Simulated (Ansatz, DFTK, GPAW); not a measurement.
## Ir: programs and potentials compared

```
Ir
1.0
     0.00000    1.91560    1.91560
     1.91560    0.00000    1.91560
     1.91560    1.91560    0.00000
Ir
1
Direct
  0.00000 0.00000 0.00000
```

Alike in all runs: task band structure; functional PBEsol; k mesh 12 × 12 × 12; occupations fermi-dirac, width 0.05 eV; no spin polarisation; no spin-orbit coupling. Pressure is positive in compression and, in plane waves, holds the error of the finite cutoff, which Ansatz's Pulay term estimates and takes out.

```
                           program and potentials  plane-wave cutoff (eV)                                                                                                                            notes  pressure (GPa)
                               Ansatz, Ansatz PAW                     420  potentials made for PBE, which Ansatz adapts in part; 17 valence electrons an atom on average; Pulay term of +0.07 GPa included           -0.68
                             DFTK, SG15 1.2 (PBE)                     952                                                                 potentials made for PBE; 17 valence electrons an atom on average           -0.30
   Ansatz, all-electron LAPW, scalar-relativistic                       -                                                                                                                                -           -0.72
GPAW, PAW data sets generated for this functional                     600                                                                                          15 valence electrons an atom on average           -1.98
```

The pressure spans -1.98 (GPAW, PAW data sets generated for this functional) to -0.30 GPa (DFTK, SG15 1.2 (PBE)), with all-electron results at -0.72.

Differences between rows come from potentials, basis sets and numerical settings, since the functional is the same but for its coding. Runs on potential files found faulty are left out.
